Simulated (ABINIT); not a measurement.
The system is GaAs.

```
As Ga
1.0
     0.00000    2.82685    2.82685
     2.82685    0.00000    2.82685
     2.82685    2.82685    0.00000
As Ga
1 1
Direct
  0.75000 0.75000 0.75000
  0.00000 0.00000 0.00000
```

| Quantity | Value |
| --- | --- |
| Program | ABINIT 10.8.3 (patched build) |
| Task | relaxation of cell and atoms |
| Functional | PBE |
| Potentials or basis | Ansatz PAW PBE default generated set, frozen core |
| Cutoff | 419 eV |
| k mesh | 6 × 6 × 6 |
| Occupations | fermi-dirac, width 0.05 eV |
| Spin | no spin polarisation |

At the start: pressure 3.3 GPa; volume 22.59 Å³/atom.

Question: How do energy, volume and symmetry change on relaxing?

Answer: Over 5 steps the energy falls by 10.8 meV/atom and the volume is 23.71 Å³/atom (+5.0 %); space group F-43m (No. 216, to 0.05 Å).

The path:
| step | energy change (eV) | largest force (eV/Å) | pressure (GPa) | volume (Å³) |
| --- | --- | --- | --- | --- |
| 1 | 0.0000 | 0.0000 | 3.26 | 45.18 |
| 2 | -0.0082 | 0.0000 | 2.52 | 45.63 |
| 3 | -0.0216 | 0.0000 | 0.19 | 47.27 |
| 4 | -0.0217 | 0.0000 | 0.02 | 47.41 |
| 5 | -0.0217 | 0.0000 | 0.00 | 47.43 |

Final structure:
```
CELL_PARAMETERS angstrom
0.00000 2.87298 2.87298
2.87298 0.00000 2.87298
2.87298 2.87298 0.00000
ATOMIC_POSITIONS crystal
As 0.75000 0.75000 0.75000
Ga 0.00000 0.00000 0.00000
```

Caveat: the atomic spheres overlap.
